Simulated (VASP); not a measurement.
## Results of a VASP single-point calculation on BaO (strained rocksalt)

POSCAR

```
Ba O
 1.0000000000000000
     0.0000000000000000    2.7165038279000000    2.7165038279000000
     2.7165038279000000    0.0000000000000000    2.7165038279000000
     2.7165038279000000    2.7165038279000000    0.0000000000000000
 Ba  O
   1   1
Cartesian
  0.0000000000000000  0.0000000000000000  0.0000000000000000
  2.7165038279000000  2.7165038279000000  2.7165038279000000
```

```
gap between bands v and c : 1.76 eV
least direct gap          : 1.76 eV
```

Band v is the last that the valence electrons fill when counted band by band, and c is the next. Levels in eV from the top of v:

```csv
point,v−1,v,c,c+1
Γ,-0.51,-0.51,3.79,4.63
X,-0.25,0.00,1.76,6.19
K,-0.91,-0.17,3.31,6.69
L,-1.76,-1.76,4.97,7.31
W,-0.25,-0.25,4.58,4.58
```

Which of these levels of theory gave these results?
A. PBE0
B. PBE
C. HSE06
D. r²SCAN
E. PBE with spin–orbit coupling
F. PBEsol
G. LDA

B.

The INCAR was:

```
LELF = .TRUE.
GGA = PE
PREC = Accurate
EDIFF = 1E-7
IBRION = -1
LREAL = .FALSE.
ISMEAR = -1
NBANDS = 15
ENCUT = 520
NSW = 0
SIGMA = 0.02
LASPH = .TRUE.
LWAVE = .FALSE.
LCHARG = .TRUE.
NELM = 120
ISIF = 2
```
